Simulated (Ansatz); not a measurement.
A run of Ansatz 0.2.0:

The input input.yaml:

```yaml
crystal:
  lattice:
    - [0.0, 2.3495, 2.3495]
    - [2.3495, 0.0, 2.3495]
    - [2.3495, 2.3495, 0.0]
  atoms:
    - { symbol: Cd, position: [0.0, 0.0, 0.0] }
    - { symbol: O, position: [0.5, 0.5, 0.5] }
kpoints:
  mp_grid: { grid: [7, 7, 7] }
scf:
  occupations: { method: fermi_dirac, width: 0.03 }
hamiltonian:
  xc: pbe
  pseudopotentials: { kind: all_electron, lapw: { basis_error: 0.003 } }
output:
  forces: true
  stress: true
  eigenvalues: true
```

Potentials or basis: all-electron LAPW, scalar-relativistic.

Command:

```sh
$ ansatz run input.yaml --threads 1 --pin off --max-ram 2560MiB --backend cpu --events-out ev --progress --plain --runs-dir out
```

Hardware: 1 thread of Arm Neoverse V1, with other jobs on the host.

Task: Estimate the wall time of this run.

Result: Run time: 3.4 s on 1 thread of Arm Neoverse V1, on a shared host, peak memory 0.23 GiB. Counts: scf iterations 7, plane waves 259, k points 20, bands 17.
